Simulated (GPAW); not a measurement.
SnTe: relaxation of cell and atoms with BLYP

Crystal: SnTe.

```
Te Sn
1.0
     0.00000    3.15085    3.15085
     3.15085    0.00000    3.15085
     3.15085    3.15085    0.00000
Te Sn
1 1
Direct
  0.50000 0.50000 0.50000
  0.00000 0.00000 0.00000
```

```
Program             : GPAW 26.7.0
Task                : relaxation of cell and atoms
Functional          : BLYP
Potentials or basis : PAW data sets generated in the run's folder for this functional
Cutoff              : 600 eV
Basis               : pw
k mesh              : 7 × 7 × 7
Occupations         : fermi-dirac, width 0.05 eV
Spin                : no spin polarisation
Target pressure     : 10 GPa
Eigensolver         : davidson
Maxiter             : 150
Optimizer           : BFGS
Fmax                : 0.01 eV/Å
Max steps           : 100
Target pressure     : 10 GPa
Convergence         : density=1e-05 forces=0.0001
```

```yaml
Relaxed_volume: 29.32 Å³/atom
Relaxed_cell: a = 4.361 Å, b = 4.361 Å, c = 4.361 Å, α = 60.00°, β = 60.00°, γ = 60.00°
Space_group_after_relaxing_to_0.05_Å: Fm-3m (No. 225)
Energy_change_on_relaxing_the_enthalpy_is_what_falls: +96.1 meV/atom
Ionic_steps: 4
Pressure_after_relaxing: 10.0 GPa
```

The path:
```tsv
step	energy change (eV)	largest force (eV/Å)	pressure (GPa)	volume (Å³)
1	0.0000	0.0000	5.82	62.56
2	0.0429	0.0000	6.84	61.48
3	0.2027	0.0000	10.20	58.46
4	0.1922	0.0000	9.99	58.63
```

Final structure:
```cif
data_structure
_symmetry_space_group_name_H-M 'P 1'
_symmetry_Int_Tables_number 1
_cell_length_a 4.3606
_cell_length_b 4.3606
_cell_length_c 4.3606
_cell_angle_alpha 60.000
_cell_angle_beta 60.000
_cell_angle_gamma 60.000
_cell_volume 58.63
loop_
_atom_site_label
_atom_site_type_symbol
_atom_site_fract_x
_atom_site_fract_y
_atom_site_fract_z
_atom_site_occupancy
Te1 Te 0.50000 0.50000 0.50000 1
Sn1 Sn 0.00000 0.00000 0.00000 1
```

Levels at points of the mesh, in eV from the Fermi level:
```
           k point  band 6  band 7  band 8  band 9  band 10  band 11  band 12  band 13  band 14  band 15
(0.00, 0.00, 0.00)  -13.41   -4.68   -2.45   -2.45    -2.45     3.32     3.32     3.32     4.82     4.82
```

It took 59 s on 1 thread of Arm Neoverse V1, with other jobs on the host, peak memory 0.23 GiB.

Caveat: this odd mesh misses L, where the gap lies, so gap, dielectric constants and Born charges aren't listed; later steps reuse the first step's grids. Spin-orbit coupling is left out, which matters for the levels of Te.
